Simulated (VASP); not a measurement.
# SrO: convergence, energy along a vibration (SMASS = -2)

SrO, Fm-3m (no. 225), atoms displaced along the mode, 2 atoms in the cell. LDA, energy along a line of displacements; PAW potentials Sr_sv, O (LDA set). VASP 6.6.1.

Wanted: harmonic frequency within 1 %.

Space group without the displacement: Fm-3m (no. 225); Mode: optical mode at Gamma along [111].

POSCAR of the starting run:
```
SrO
1.0
    0.0000000000      2.5663000000      2.5663000000
    2.5663000000      0.0000000000      2.5663000000
    2.5663000000      2.5663000000      0.0000000000
Sr O
1 1
Direct
    0.4986105421      0.4986105421      0.4986105421
    0.0076094942      0.0076094942      0.0076094942

    0.0017828829   0.0017828829   0.0017828829
   -0.0097641225  -0.0097641225  -0.0097641225
```

The series start from k mesh: 5 × 5 × 5; Cutoff (eV): 520; Step along the mode (Å): 0.02; Precision and projection: Accurate, reciprocal space. Each series keeps the choices made before it, and each single choice may use up half of a tolerance.

## k mesh

| k mesh | Harmonic frequency (THz) | Time (s) |
|---|---|---|
| 3 × 3 × 3 | 5.132 | 12 |
| 4 × 4 × 4 | 5.809 | 21 |
| 5 × 5 × 5 | 5.936 | 34 |
| 7 × 7 × 7 | 5.967 | 74 |
| 8 × 8 × 8 (reference) | 5.968 | 110 |

Chosen: 7 × 7 × 7, the loosest value from which every tighter one stays within half of the tolerance.

## Cutoff (eV)

| Cutoff (eV) | Harmonic frequency (THz) | Time (s) |
|---|---|---|
| 280 | 5.906 | 36 |
| 340 | 6.096 | 35 |
| 400 | 5.953 | 43 |
| 460 | 5.976 | 82 |
| 520 | 5.967 | 74 |
| 600 (reference) | 5.955 | 94 |

Chosen: 400.

## Precision and projection

| Precision and projection | Harmonic frequency (THz) | Time (s) |
|---|---|---|
| Accurate, reciprocal space | 5.955 | 41 |
| Normal, reciprocal space | 5.944 | 34 |
| Normal, Auto | 5.967 | 58 |

Chosen: Accurate, reciprocal space; no other choice that stays within half of the tolerance saves 30 % of the time.

Also changed on the way, by series that aren't shown: Step along the mode (Å): 0.04.

## All choices together

| Input | Harmonic frequency (THz) | Time (s) |
|---|---|---|
| defaults on a coarse mesh (naive) | 5.786 | 6.7 |
| chosen settings | 5.955 | 41 |
| reference settings throughout | 5.942 | 149 |

The tolerance is met.

## The input

INCAR:
```
SYSTEM = SrO
GGA = CA ; PREC = Accurate
ENCUT = 400 ; EDIFF = 1E-7
ALGO = Normal ; LREAL = .False.
LASPH = .True. ; ISMEAR = 0
SIGMA = 0.03 ; ISYM = 0
LWAVE = .False. ; LCHARG = .False.
IBRION = 0 ; SMASS = -2
POTIM = 1 ; NSW = 9
NELMIN = 4 ; IWAVPR = 11
KPAR = 2
```

KPOINTS:
```
Automatic mesh
0
Gamma
  7 7 7
  0 0 0
```

POSCAR:
```
SrO
1.0
    0.0000000000      2.5663000000      2.5663000000
    2.5663000000      0.0000000000      2.5663000000
    2.5663000000      2.5663000000      0.0000000000
Sr O
1 1
Direct
    0.4972210843      0.4972210843      0.4972210843
    0.0152189885      0.0152189885      0.0152189885

    0.0035657657   0.0035657657   0.0035657657
   -0.0195282450  -0.0195282450  -0.0195282450
```

Commands:
```
cat potpaw_LDA.64/Sr_sv/POTCAR potpaw_LDA.64/O/POTCAR > POTCAR
mpirun -np 2 vasp_std > vasp.out
```

The chosen input took VASP 6.6.1 41 s on 2 cores (Intel Xeon Platinum 8559C (Emerald Rapids)), a shared host.

## An input that fails: POTIM multiplies the typed steps tenfold

It runs to its end, but against the unchanged starting input it is off by 952 % in the harmonic frequency.

Changes against the starting input:
```
- POTIM = 1
+ POTIM = 10
```
